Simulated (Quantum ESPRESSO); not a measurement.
A calculation with Quantum ESPRESSO 7.5 of In (native input, structure typed inline):

The input pw.in:

```
&CONTROL
  calculation = 'scf'
  prefix = 'pwscf'
  outdir = './tmp'
  pseudo_dir = './pseudo'
  tprnfor = .true.
  tstress = .true.
  disk_io = 'nowf'
/
&SYSTEM
  ibrav = 0
  nat = 1
  ntyp = 1
  ecutwfc = 55
  ecutrho = 440
  nbnd = 12
  occupations = 'smearing'
  smearing = 'fd'
  degauss = 0.00367493
/
&ELECTRONS
  conv_thr = 2d-10
  electron_maxstep = 120
  mixing_beta = 0.5
/
ATOMIC_SPECIES
In   114.8180 In.pbe-dn-rrkjus_psl.0.2.2.UPF
CELL_PARAMETERS angstrom
  -1.8825252400    1.8825252400    1.8825252400
   1.8825252400   -1.8825252400    1.8825252400
   1.8825252400    1.8825252400   -1.8825252400
ATOMIC_POSITIONS crystal
In     0.0000000000    0.0000000000    0.0000000000
K_POINTS automatic
10 10 10 0 0 0
```

Potentials or basis: SSSP 1.3 efficiency PBE.

Command:

```bash
$ OMP_NUM_THREADS=1 pw.x -in pw.in > pw.out
```

This isn't the form of In at room conditions, which is tetragonal.

**Question.** Write the same calculation in another form: ASE script, structure from a P1 CIF.

**Answer.** As run:

Contents of run.py:

```python
import numpy as np
from ase.calculators.espresso import Espresso, EspressoProfile
from ase.io import read

atoms = read('In.cif')

input_data = {
    'control': {'calculation': 'scf', 'prefix': 'pwscf', 'outdir': './tmp', 'tprnfor': True, 'tstress': True, 'disk_io': 'nowf'},
    'system': {'ecutwfc': 55.0, 'ecutrho': 440.0, 'nbnd': 12, 'occupations': 'smearing', 'smearing': 'fd', 'degauss': 0.00367493},
    'electrons': {'conv_thr': 2e-10, 'electron_maxstep': 120, 'mixing_beta': 0.5},
}
pseudopotentials = {'In': 'In.pbe-dn-rrkjus_psl.0.2.2.UPF'}
profile = EspressoProfile(command='pw.x', pseudo_dir='pseudo')
atoms.calc = Espresso(profile=profile, input_data=input_data, pseudopotentials=pseudopotentials, kpts=(10, 10, 10), koffset=(0, 0, 0))

print(f'energy {atoms.get_potential_energy():.8f} eV')
print('forces (eV/A)')
print(np.round(atoms.get_forces(), 6))
print('stress (eV/A^3, Voigt)')
print(np.round(atoms.get_stress(), 8))
print(f'Fermi level {atoms.calc.get_fermi_level():.4f} eV')
```

The input In.cif:

```cif
data_In
_cell_length_a 3.26062936
_cell_length_b 3.26062936
_cell_length_c 3.26062936
_cell_angle_alpha 109.47122063
_cell_angle_beta 109.47122063
_cell_angle_gamma 109.47122063
_space_group_name_H-M_alt 'P1'
_space_group_name_Hall 'P 1'
_space_group_IT_number 1
loop_
_space_group_symop_operation_xyz
'x,y,z'
loop_
_atom_site_label
_atom_site_type_symbol
_atom_site_symmetry_multiplicity
_atom_site_Wyckoff_symbol
_atom_site_fract_x
_atom_site_fract_y
_atom_site_fract_z
_atom_site_occupancy
In1 In 1 a 0.0000000000 0.0000000000 0.0000000000 1
```

Potentials or basis: SSSP 1.3 efficiency PBE.

Run with:

```bash
$ OMP_NUM_THREADS=1 python run.py
```

Both were run:

|  | native input, structure typed inline | ASE script, structure from a P1 CIF |
| --- | --- | --- |
| Pressure | 1.5 GPa | 1.5 GPa |
| Band gap on the k mesh | none (metal or under the smearing width) | none (metal or under the smearing width) |

Keys that steer only the numerical path or the files written may differ.
